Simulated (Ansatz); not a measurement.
Si, space group Im-3m: an equation of state with a fit, run with the Ansatz DFT code, driven from Python.

The script, `eos_si.py`:
```python
# -*- coding: utf-8 -*-
import ansatz as az
import numpy as np

VECTORS = np.array([
    [-3.336083, 3.336083, 3.336083],
    [3.336083, -3.336083, 3.336083],
    [3.336083, 3.336083, -3.336083],
])
SITES = [
    ("Si", (0.75, 0.25, 0.5)),
    ("Si", (0.75, 0.5, 0.25)),
    ("Si", (0.5, 0.25, 0.75)),
    ("Si", (0.25, 0.5, 0.75)),
    ("Si", (0.25, 0.75, 0.5)),
    ("Si", (0.5, 0.75, 0.25)),
]


def make_crystal(cell):
    crystal = az.Crystal(lattice=az.Lattice.of(cell))
    for symbol, position in SITES:
        crystal = crystal.atom(symbol, position)
    return crystal

volumes, energies, pressures = [], [], []
for scale in np.linspace(0.88, 1.12, 7):
    cell = VECTORS * scale ** (1 / 3)
    calculation = (
        make_crystal(cell).calculation()
        .occupations(az.OccupationsMethod.FERMI_DIRAC, width=100 * az.meV)
        .functional("PBE")
        .basis(500)
        .kpoints(5, 5, 5)
        .stress()
    )
    summary = calculation.run(threads=1, pin="off").report
    volumes.append(abs(np.linalg.det(cell)) / len(SITES))
    energies.append(summary["free_energy_ev"] / len(SITES))
    pressures.append(np.trace(summary["stress_gpa"]) / 3)
    print(f"V = {volumes[-1]:8.4f} A^3/atom  F = {energies[-1]:.5f} eV/atom  P = {pressures[-1]:8.3f} GPa")

x = np.array(volumes) ** (-2 / 3)
poly = np.polynomial.Polynomial.fit(x, energies, 3).convert()
roots = poly.deriv().roots()
x0 = min((r.real for r in roots if abs(r.imag) < 1e-9 and poly.deriv(2)(r.real) > 0), key=lambda r: abs(r - x.mean()))
v0 = x0 ** -1.5
b0 = 4 / 9 * poly.deriv(2)(x0) * v0 ** (-7 / 3) * 160.21766
b1 = 4 + 2 / 3 * x0 * poly.deriv(3)(x0) / poly.deriv(2)(x0)
print(f"V0 = {v0:.4f} A^3/atom, B0 = {b0:.1f} GPa, dB/dP = {b1:.2f}")
```

Its results, one of them left out:

| V (Å³/atom) | F less the lowest row shown (meV/atom) |
| --- | --- |
| 21.782 | ? |
| 22.772 | 69.87 |
| 23.762 | 25.12 |
| 24.753 | 3.23 |
| 25.743 | 0.00 |
| 26.733 | 11.96 |
| 27.723 | 36.24 |

What is the missing energy at 21.782 Å³ an atom?

A third-order Birch-Murnaghan fit, E = E0 + (9 V0 B0 / 16) [(t - 1)³ B' + (t - 1)² (6 - 4t)] with t = (V0/V)^(2/3), through the 6 rows shown gives V0 = 25.434 Å³, B0 = 67.0 GPa, B' = 4.25 and E0 = -0.76 meV. At V = 21.782 Å³, t = 1.10886, and the fit extrapolates to 142.91 meV. The run gave 142.58 meV, a miss of 0.33 meV.

Reading the output:
- Shape and fractional positions are held along the curve, so the bulk modulus is an upper value where they are free to relax, by a factor of two or more in layered or hydrogen-bonded cells.
- Pressure is positive in compression.
- This isn't the structure that Si takes at ambient conditions.
- It ran for 13 s on 1 thread of Arm Neoverse V2 (shared host), peak memory 0.43 GiB.
